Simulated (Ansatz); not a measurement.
Relaxed BaSnO$_{3}$ (cubic perovskite):

```yaml
crystal:
  lattice:
    - [4.13132, 0.00000, 0.00000]
    - [0.00000, 4.13132, 0.00000]
    - [0.00000, 0.00000, 4.13132]
  atoms:
    - { symbol: Ba, position: [0.00000, 0.00000, 0.00000] }
    - { symbol: Sn, position: [0.50000, 0.50000, 0.50000] }
    - { symbol: O, position: [0.00000, 0.50000, 0.50000] }
    - { symbol: O, position: [0.50000, 0.50000, 0.00000] }
    - { symbol: O, position: [0.50000, 0.00000, 0.50000] }
```

These are r2SCAN (plane waves to 500 eV, PAW, scalar-relativistic; Ansatz, a quantum-chemistry and plane-wave program) values and carry that method's errors. k mesh 7×7×7 (Γ-centred), Fermi-Dirac smearing 0.05 eV. BaSnO3 was relaxed with its symmetry unable to fall.

One atom of the cell was then moved (with its periodic images), all else fixed, and the forces (eV/Å) came out as:

```json
[
 {"atom": "Ba1", "Fx": "0.076", "Fy": "0.000", "Fz": "0.000"},
 {"atom": "Sn2", "Fx": "1.167", "Fy": "0.000", "Fz": "0.000"},
 {"atom": "O3", "Fx": "-1.751", "Fy": "0.000", "Fz": "0.000"},
 {"atom": "O4", "Fx": "0.254", "Fy": "0.000", "Fz": "0.000"},
 {"atom": "O5", "Fx": "0.254", "Fy": "0.000", "Fz": "0.000"}
]
```

Problem. Which atom was moved, and by which vector (Å)?

Solution. O3, by (0.08, 0.00, 0.00), 0.08 Å in all.

(For displaced atoms, the force is minus the slope of the energy, and its curvature is a force constant, which sets phonon frequencies.)
